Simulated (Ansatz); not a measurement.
TiO2:

```
CELL_PARAMETERS angstrom
2.96826 0.00000 0.00000
0.00021 4.70761 0.00000
1.48357 0.24235 7.08346
ATOMIC_POSITIONS crystal
Ti 0.00337 0.00039 0.00070
Ti 0.34464 0.48026 0.31696
Ti 0.66171 0.52047 0.68450
O 0.44004 0.18544 0.12854
O 0.77793 0.29773 0.45188
O 0.10124 0.30895 0.80624
O 0.90650 0.69184 0.19517
O 0.22941 0.70301 0.54951
O 0.56803 0.81530 0.87283
```

The cell comes from a database or a generator and needn't be the stable form of this composition.

Base run:

```yaml
Program: Ansatz 0.2.0
Functional: r2SCAN
Potentials_or_basis: Ansatz PAW
Cutoff: "500 eV (not typed: the program's choice for these potentials)"
k_mesh: 9 × 6 × 4
Occupations: fermi-dirac, width 0.05 eV
Spin: no spin polarisation
```

Its results: band gap on the k mesh 2.62 eV, indirect (least direct gap 2.68 eV); pressure -1.2 GPa; largest force 0.144 eV/Å.

**Question.** The run is repeated on the same cell with these changes: functional from r2SCAN to PBEsol; cutoff from 500 eV (not typed: the program's choice for these potentials) to 420 eV (not typed: the program's choice for these potentials). What comes out?

**Answer.** Band gap on the k mesh 2.24 eV, indirect (least direct gap 2.30 eV); pressure -2.8 GPa; largest force 0.187 eV/Å.

r2SCAN gives the wider gap, since meta-GGAs in the generalised Kohn-Sham scheme recover part of the derivative discontinuity.

Caveats: the PAW data sets come from PBE, with cores solved anew for the run's functional, which leaves a small shift of forces and pressure.
